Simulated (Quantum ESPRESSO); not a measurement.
The system is Ge.

```
CELL_PARAMETERS angstrom
-2.49590 2.65086 1.43695
2.49590 -2.65086 1.43695
2.49590 2.65086 -1.43695
ATOMIC_POSITIONS crystal
Ge 0.31406 0.06406 0.25000
Ge 0.68594 0.93594 0.75000
```

This isn't the form of Ge at room conditions, which is diamond.

Base run:

| Item | Value |
| --- | --- |
| Program | Quantum ESPRESSO 7.5 |
| Functional | PBEsol |
| Potentials or basis | GBRV 1.5 PBEsol |
| Cutoff | 612 eV |
| Density cutoff | 4898 eV |
| k mesh | 11 × 11 × 11 |
| Occupations | fermi-dirac, width 0.05 eV |
| Spin | no spin polarisation |

Its results: band gap on the k mesh none (metal or under the smearing width); pressure -2.7 GPa; largest force 0.059 eV/Å.

Problem. The run is repeated on the same cell with these changes: functional from PBEsol to LDA; potentials or basis from GBRV 1.5 PBEsol to GBRV 1.5 LDA. What comes out?

Solution. Band gap on the k mesh none (metal or under the smearing width); pressure -4.4 GPa; largest force 0.068 eV/Å.
